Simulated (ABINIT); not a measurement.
Wanted: the native input for an ABINIT 10.8.3 (patched build) run.

```
Task                : single point
Functional          : PBEsol
Potentials or basis : JTH PAW PBE v2.0
Cutoff              : 707 eV
k mesh              : 11 × 11 × 11
Occupations         : fermi-dirac, width 0.05 eV
Spin                : collinear spin, ferromagnetic start
Starting moments    : [3.0, 0.0] μB
Fine-grid cutoff    : 1306.15 eV
```

The system is FeO (Wuestite).

```
Fe O
1.0
     1.51882    0.87689    2.51958
    -1.51882    0.87689    2.51958
     0.00000   -1.75378    2.51958
Fe O
1 1
Direct
  0.00000 0.00000 0.00000
  0.50000 0.50000 0.50000
```

One way to write it, as run:

run.abi

```
# Pseudopotentials
pp_dirpath "./"
pseudos "Fe.GGA_PBE-JTH.xml, O.GGA_PBE-JTH.xml"

# Structure
acell 3.0698575869 3.0698575869 3.0698575869 Angstrom
rprim
     0.4947528865     0.2856457122     0.8207472866
    -0.4947528865     0.2856457122     0.8207472866
     0.0000000000    -0.5712914244     0.8207472866
ntypat 2
znucl 26 8
natom 2
typat 1 2
xcart
     0.0000000000     0.0000000000     0.0000000000
     0.0000000000     0.0000000000     3.7793659269 Angstrom

# Plane-wave basis
ecut 26.0
pawecutdg 48.0
pawxcdev 0

# k points
kptopt 1
ngkpt 11 11 11
nshiftk 1
shiftk 0.0 0.0 0.0

# Exchange and correlation
ixc -116133

# Bands and occupations
nband 16
occopt 3
tsmear 0.00183747

# Spin
nsppol 2
spinat
     0.0000000000     0.0000000000     3.0000000000
     0.0000000000     0.0000000000     0.0000000000

# SCF cycle
nstep 100
tolvrs 1.0e-9

# Output
iomode 3
prtwf 0
prteig 0
prtebands 0
enunit 1
prtden 1
prtvha 1
prtvclmb 1
prtpot 1
```

Potentials or basis: JTH PAW PBE v2.0.

Launch:

```bash
$ abinit run.abi > log 2>&1
```

It gave:

```yaml
Pressure: -9.9 GPa
Band_gap_on_the_k_mesh: none (metal or under the smearing width)
Net_moment: 4.00 μB per cell
Site_moments: Fe +3.58; O +0.29 μB
Valence_electrons_inside_the_program's_atomic_spheres: Fe 14.13; O 4.48
```

Caveat: the PAW data sets were made with another functional, which shifts forces and pressure a little; a cell with one magnetic atom can't hold antiferromagnetic order, which such compounds often take; semilocal functionals often make such compounds metallic where correlation or magnetic order opens a gap, which also shifts bond lengths.

Run time: 4.6 min on 1 thread of Arm Neoverse V1, with other jobs on the host, peak memory 0.23 GiB.
